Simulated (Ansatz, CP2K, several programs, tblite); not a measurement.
Energy against volume for SrO (CsCl type), at fixed shape and fractional coordinates, computed by several methods (PBE and r2SCAN, where shown, with plane waves in Ansatz); the cell shown is that of r2SCAN. Space group Pm-3m (No. 221), cubic; conventional cell a = 3.103 Å, 14.94 Å³ an atom. Sr has 8 O at 2.69 Å; O has 8 Sr at 2.69 Å. All values are calculated for a non-magnetic cell, which may be hypothetical. Energies count from each curve's lowest point; fits are third-order Birch-Murnaghan.

```
Sr O
1.0
     3.10287    0.00000    0.00000
     0.00000    3.10287    0.00000
     0.00000    0.00000    3.10287
Sr O
1 1
Cartesian
  0.0000 0.0000 0.0000
  1.5514 1.5514 1.5514
```

**Question.** r2SCAN, on the shape of its own relaxed cell, gives
```tsv
V (Å³/atom)	E (meV/atom)
14.041	19.10
14.489	4.50
14.937	0.00
15.385	4.01
15.833	15.28
```
What equilibrium volume and bulk modulus follow?

**Answer.** V₀ = 14.94 Å³ an atom and B₀ = 102 GPa.

**Question.** PBE/DZVP (CP2K), on the shape of the cell shown, gives
```
V (Å³/atom)  E (meV/atom)
     13.144        149.37
     14.041         55.74
     14.937          9.50
     15.833          0.00
     16.729         17.39
```
What equilibrium volume and bulk modulus follow?

**Answer.** V₀ = 15.67 Å³ an atom and B₀ = 90 GPa.

PBE/SZV (CP2K), on the shape of the cell shown:
```tsv
V (Å³/atom)	E (meV/atom)
13.144	958.88
14.041	619.00
14.937	355.83
15.833	154.43
16.729	0.00
```
The lowest point is an end point, so the minimum isn't bracketed.

PBE, on the shape of its own relaxed cell:

| V (Å³/atom) | E (meV/atom) |
| --- | --- |
| 14.462 | 17.21 |
| 14.923 | 4.14 |
| 15.385 | 0.00 |
| 15.846 | 3.67 |
| 16.308 | 13.72 |

V₀ = 15.39 Å³ an atom and B₀ = 88 GPa.

GFN2-xTB (tblite), on the shape of the cell shown, as a cluster of 54 atoms at the zone centre:

| V (Å³/atom) | E (meV/atom) |
| --- | --- |
| 13.144 | 159.62 |
| 14.041 | 54.75 |
| 14.937 | 7.80 |
| 15.833 | 0.00 |
| 16.729 | 16.66 |

This method closes the gap of a crystal that DFT finds insulating, so its curve rests on a wrong state.
V₀ = 15.62 Å³ an atom and B₀ = 85 GPa.
